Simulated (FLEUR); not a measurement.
**CdS under changes of volume**

One of the cells (20.871 Å³/atom); the others are scaled copies at fixed shape and fractional positions:

```
CELL_PARAMETERS angstrom
0.00000 2.75324 2.75324
2.75324 0.00000 2.75324
2.75324 2.75324 0.00000
ATOMIC_POSITIONS crystal
Cd 0.00000 0.00000 0.00000
S 0.50000 0.50000 0.50000
```

Measurements of this composition are mostly on another form, of space group No. 186.

* Program: FLEUR MaX-R8.1 (patched build s14)
* Functional: revPBE
* Potentials or basis: all-electron
* Basis: FLAPW
* Kmax: 3.5 1/bohr
* k mesh: 5 × 5 × 5
* Occupations: fermi-dirac, width 0.05 eV
* Spin: spin-orbit coupling, no magnetisation

```csv
volume (Å³/atom),energy over the lowest point (meV/atom),gap on the mesh (eV)
19.618,32.33,0.85
20.036,?,?
20.871,1.07,0.84
21.705,0.00,0.75
22.123,4.23,0.67
```

**Question.** What does the run at 20.036 Å³/atom give?

**Answer.** Energy over the lowest point 17.64 meV/atom; gap on the mesh 0.85 eV.

Worked out: A Birch-Murnaghan fit of order 2 (a polynomial in V^(-2/3)) to the other rows has its minimum at 21.35 Å³/atom with B0 = V·E''(V) = 66 GPa. It gives 17.42 meV/atom at 20.036 Å³/atom, against the run's 17.64. A parabola through the other rows of the gap, of slope 0.344 eV per unit of ln V there, gives 0.87 eV, against the run's 0.85.

Energies are extrapolated to zero smearing.

Caveats: the plane-wave cutoff is short for the semicore states, which can make moduli rough; an odd mesh through Γ misses points on the zone boundary, where band edges often lie.
